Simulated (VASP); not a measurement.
# As (P4/mmm) in VASP: notebook

The runs below take As through single point, with PBE.

All numbers are computed with VASP 6.6.1; they aren't measurements. Logs are shortened: lines on timing, memory, paths and dates and some standing lists are left out, and cuts for length are marked.

## 1. The cell of the first run

Symmetry: P4/mmm, No. 123, tetragonal system. The conventional cell has a = 2.839 Å, b = 2.839 Å, c = 2.704 Å, α = 90.00°, β = 90.00°, γ = 90.00°. Around As (site symmetry 4/mmm) lie 6 As at 2.70 to 2.84 Å.

This isn't the form of As at room conditions, which is rhombohedral.

## 2. Single point, PBE (strain +0.050 along x and y, +0.000 along z, atoms carried along)

Contents of INCAR:

```
PREC = Accurate
ENCUT = 520
EDIFF = 1E-6
ISMEAR = 0
SIGMA = 0.15
LREAL = False
LASPH = True
NELM = 100
ALGO = Normal
ISIF = 2
LWAVE = False
LCHARG = False
GGA = PE
NBANDS = 8
```

Contents of KPOINTS:

```
Automatic mesh
0
Gamma
  18 18 18
```

Contents of POSCAR:

```
As
1.0
    2.8388658316      0.0000000000      0.0000000000
    0.0000000000      2.8388658316      0.0000000000
    0.0000000000      0.0000000000      2.7036817444
As
1
Direct
    0.5000000000      0.5000000000      0.5000000000
```

Potentials or basis: VASP PAW PBE potentials, release 64 (As).

Command:

```bash
$ cat potpaw_PBE.64/As/POTCAR > POTCAR
$ mpirun -np 1 vasp_std > vasp.out
```

OUTCAR:

```text
PREC = Accurate
   ENCUT = 520
   EDIFF = 1E-6
   ISMEAR = 0
   LREAL = False
   LASPH = True
   NELM = 100
   ISIF = 2
   GGA = PE

 ion  position               nearest neighbor table
   1  0.500  0.500  0.500-

  LATTYP: Found a simple tetragonal cell.
 ALAT       =     2.8388658316
 C/A-ratio  =     0.9523809524

  Lattice vectors:

 A1 = (   2.8388658316,   0.0000000000,   0.0000000000)
 A2 = (   0.0000000000,   2.8388658316,   0.0000000000)
 A3 = (   0.0000000000,   0.0000000000,   2.7036817444)

Analysis of symmetry for initial positions (statically):
=====================================================================
 Subroutine PRICEL returns:
 Original cell was already a primitive cell.

 Routine SETGRP: Setting up the symmetry group for a
 simple tetragonal supercell.

 Subroutine GETGRP returns: Found 16 space group operations
 (whereof 16 operations were pure point group operations)
 out of a pool of 16 trial point group operations.

The static configuration has the point symmetry D_4h.

Analysis of symmetry for dynamics (positions and initial velocities):
=====================================================================
 Subroutine PRICEL returns:
 Original cell was already a primitive cell.

 Routine SETGRP: Setting up the symmetry group for a
 simple tetragonal supercell.

 Subroutine GETGRP returns: Found 16 space group operations
 (whereof 16 operations were pure point group operations)
 out of a pool of 16 trial point group operations.

The dynamic configuration has the point symmetry D_4h.

 Subroutine INISYM returns: Found 16 space group operations
 (whereof 16 operations are pure point group operations),
 and found     1 'primitive' translations

----------------------------------------------------------------------------------------

                                     Primitive cell

  volume of cell :      21.7894

  direct lattice vectors                    reciprocal lattice vectors
     2.838865832  0.000000000  0.000000000     0.352253350  0.000000000  0.000000000
     0.000000000  2.838865832  0.000000000     0.000000000  0.352253350  0.000000000
     0.000000000  0.000000000  2.703681744     0.000000000  0.000000000  0.369866018

  length of vectors
     2.838865832  2.838865832  2.703681744     0.352253350  0.352253350  0.369866018

  position of ions in fractional coordinates (direct lattice)
     0.500000000  0.500000000  0.500000000

  ion indices of the primitive-cell ions
   primitive index   ion index
[... 77 lines left out ...]
   IBRION =     -1    ionic relax: 0-MD 1-quasi-New 2-CG
   NFREE  =      0    steps in history (QN), initial steepest desc. (CG)
   ISIF   =      2    stress and relaxation
   ISYM   =      2    0-nonsym 1-usesym 2-fastsym
   POTIM  = 0.5000    time-step for ionic-motion
   TEBEG  =    0.0;   TEEND  =   0.0 temperature during run
   PSTRESS=    0.0 pullay stress
   NELECT =       5.0000    total number of electrons
   NUPDOWN=      -1.0000    fix difference up-down
   EMIN   =  10.00;   EMAX   =-10.00  energy-range for DOS
   EFERMI =   0.00;   METHOD = LEGACY
   ISMEAR =     0;   SIGMA  =   0.15  broadening in eV -4-tet -1-fermi 0-gaus
   EFERMI_NEDOS =   21; number of points for ismear=-14 and -15
   IALGO  =     38    algorithm
   IMIX   =      4    mixing-type and parameters
     AMIX     =   0.40;   BMIX     =  1.00
     AMIX_MAG =   1.60;   BMIX_MAG =  1.00
  volume/ion in A,a.u.               =      21.79       147.04
  Fermi-wavevector in a.u.,A,eV,Ry     =   1.002266  1.894008 13.667562  1.004537
  Thomas-Fermi vector in A             =   2.134742
   LORBIT       =      0    0 simple, 1 ext, 2 COOP (PROOUT), +10 PAW based schemes
   GGA     = PE    functional components
   LHFCALC =     F    Hartree Fock is set to
   AEXX    =    0.0000 exact exchange contribution
   IVDW    =     0    specifies the selected vdW correction
   LEPSILON=     F    determine dielectric tensor
   LRPA    =     F    only Hartree local field effects (RPA)
 non-spin polarized calculation
 Gauss-broadening in eV      SIGMA  =   0.15
  energy-cutoff  :      520.00
  volume of cell :       21.79
 maximum number of plane-waves:       610
 NGX is ok and might be reduce to    24
   NGX = 11   NGY = 11   NGZ = 11

 number of electron       5.0000001 magnetization

 Free energy of the ion-electron system (eV)
  ---------------------------------------------------
  ext. energy  EPLUGINS =         0.00000000
  ---------------------------------------------------
  free energy    TOTEN  =        -4.52458741 eV

  energy without entropy =       -4.51874936  energy(sigma->0) =       -4.52166838

 E-fermi :   4.8724     XC(G=0): -10.0096

 val. band max:        4.8648785269   @ k =   0.2778   0.2778   0.3889
 cond. band min:       4.8743064014   @ k =   0.2778   0.2778   0.2778
 fundamental gap:      0.0094278745
 Fermi energy:         4.8724420724

 k-point     1 :       0.0000    0.0000    0.0000
  band No.  band energies     occupation
      1      -9.2998      2.00000
      2       8.1380      0.00000
      3       8.1380      0.00000
      4       9.7013      0.00000
      5      12.9336      0.00000
      6      13.1624      0.00000
      7      15.0946      0.00000
      8      27.6923      0.00000
[... 243 lines left out ...]
 k-point    24 :       0.3333    0.1111    0.0000
  band No.  band energies     occupation
      1      -7.5190      2.00000
      2       0.8108      2.00000
      3       7.5252      0.00000
      4      11.0834      0.00000
      5      16.1828      0.00000
      6      16.1946      0.00000
      7      18.5330      0.00000
      8      21.9075      0.00000

 [... further k-points ...]

------------------------ aborting loop because EDIFF is reached ----------------------------------------

  FORCE on cell =-STRESS in cart. coord.  units (eV):
  Direction    XX          YY          ZZ          XY          YZ          ZX
  --------------------------------------------------------------------------------------
  -------------------------------------------------------------------------------------
  Total       -0.9062356     -0.9062356      0.1164314      0.0000000      0.0000000      0.0000000
  in kB      -66.6356108    -66.6356108      8.5612176      0.0000000      0.0000000      0.0000000
  external PRESSURE =     -41.5700014 kB  Pullay stress =       0.0000000 kB

 VOLUME and BASIS-vectors are now :
 -----------------------------------------------------------------------------
  energy-cutoff  :      520.00
  volume of cell :       21.79
      direct lattice vectors                 reciprocal lattice vectors
     2.838865832  0.000000000  0.000000000     0.352253350  0.000000000  0.000000000
     0.000000000  2.838865832  0.000000000     0.000000000  0.352253350  0.000000000
     0.000000000  0.000000000  2.703681744     0.000000000  0.000000000  0.369866018

 POSITION                                       TOTAL-FORCE (eV/Angst)
 -----------------------------------------------------------------------------------
      1.41943      1.41943      1.35184         0.000000      0.000000      0.000000
 -----------------------------------------------------------------------------------
    total drift:                                0.000000     -0.000000     -0.000000

  FREE ENERGIE OF THE ION-ELECTRON SYSTEM (eV)
  ---------------------------------------------------
  free  energy   TOTEN  =        -4.5245874078 eV

  energy  without entropy=       -4.5187493603  energy(sigma->0) =       -4.52166838
```

OSZICAR:

```text
N       E                     dE             d eps       ncg     rms          rms(c)
DAV:   1     0.866944120123E+01    0.86694E+01   -0.20315E+03  8896   0.454E+02
DAV:   2    -0.435159277142E+01   -0.13021E+02   -0.12548E+02 11592   0.592E+01
DAV:   3    -0.451941042053E+01   -0.16782E+00   -0.16663E+00 10160   0.934E+00
DAV:   4    -0.451962164515E+01   -0.21122E-03   -0.21122E-03 13608   0.375E-01
DAV:   5    -0.451962176104E+01   -0.11589E-06   -0.11553E-06 10168   0.526E-03    0.177E+00
DAV:   6    -0.452239837251E+01   -0.27766E-02   -0.11784E-03 10928   0.220E-01    0.104E+00
DAV:   7    -0.452453304064E+01   -0.21347E-02   -0.28539E-03  9560   0.337E-01    0.744E-02
DAV:   8    -0.452458470818E+01   -0.51668E-04   -0.95660E-05 11544   0.666E-02    0.457E-03
DAV:   9    -0.452458697335E+01   -0.22652E-05   -0.18365E-06 11800   0.921E-03    0.289E-03
DAV:  10    -0.452458740783E+01   -0.43448E-06   -0.90056E-07 10240   0.569E-03
   1 F= -.45245874E+01 E0= -.45216684E+01  d E =-.583805E-02
```

stdout:

```text
POSCAR found type information on POSCAR As
 POSCAR found :  1 types and       1 ions
 scaLAPACK will be used
 LDA part: xc-table for (Slater+PW92), standard interpolation
 POSCAR, INCAR and KPOINTS ok, starting setup
 FFT: planning ... GRIDC
 FFT: planning ... GRID_SOFT
 FFT: planning ... GRID
 WAVECAR not read
 entering main loop
```

Run time: 27 s. Hardware: 1 thread of Intel Xeon Platinum 8488C (Sapphire Rapids), shared host; peak memory 0.21 GiB.

What came out:

* Free energy: -4.5246 eV
* Pressure: -4.2 GPa
* Band gap on the k mesh: none (metal or under the smearing width)

Stress tensor (GPa, compression positive):
```
-6.66  0.00  0.00
 0.00 -6.66  0.00
 0.00  0.00  0.86
```

## 3. Single point, PBE (strain +0.000 along x and y, -0.050 along z, atoms carried along)

Contents of INCAR:

```
SYSTEM = As
ALGO = Normal
EDIFF = 1E-6
ENCUT = 520
GGA = PE
ISIF = 2
ISMEAR = 0
LASPH = .TRUE.
LCHARG = .TRUE.
LELF = .TRUE.
LREAL = .FALSE.
LVHAR = .TRUE.
LWAVE = .FALSE.
NBANDS = 8
NELM = 100
PREC = Accurate
SIGMA = 0.15
```

Contents of KPOINTS:

```
k-points
0
G
  18 18 18
  0 0 0
```

Contents of POSCAR:

```
As
1.0
    2.7036817444      0.0000000000      0.0000000000
    0.0000000000      2.7036817444      0.0000000000
    0.0000000000      0.0000000000      2.5684976572
As
1
Direct
    0.5000000000      0.5000000000      0.5000000000
```

Potentials or basis: VASP PAW PBE potentials, release 64 (As).

Command:

```bash
$ cat potpaw_PBE.64/As/POTCAR > POTCAR
$ mpirun -np 1 vasp_std > vasp.out
```

It took 37 s on 1 thread of Intel Xeon Platinum 8488C (Sapphire Rapids), shared host; peak memory 0.18 GiB.

It converged, with:

```yaml
Free_energy: -4.4995 eV
Pressure: 8.3 GPa
Band_gap_on_the_k_mesh: none (metal or under the smearing width)
```

Stress tensor (GPa, compression positive):
```
 4.21  0.00  0.00
 0.00  4.21  0.00
 0.00  0.00 16.39
```

Levels at points of the mesh, in eV from the Fermi level:
```tsv
k point	band 1	band 2	band 3	band 4	band 5	band 6	band 7
(0.00, 0.00, 0.00)	-15.52	3.69	3.69	5.62	8.09	8.54	11.41
(0.50, 0.00, 0.00)	-12.42	-7.36	5.97	7.89	11.12	14.35	14.41
(0.50, 0.50, 0.00)	-9.20	-4.71	-4.71	2.13	10.05	17.46	18.85
(0.00, 0.00, 0.50)	-11.54	-7.49	6.64	6.64	11.38	13.79	14.34
(0.50, 0.00, 0.50)	-8.23	-4.93	-4.05	2.31	8.81	16.86	16.94
(0.50, 0.50, 0.50)	-4.55	-2.60	-1.63	-1.63	5.64	5.64	6.20
```
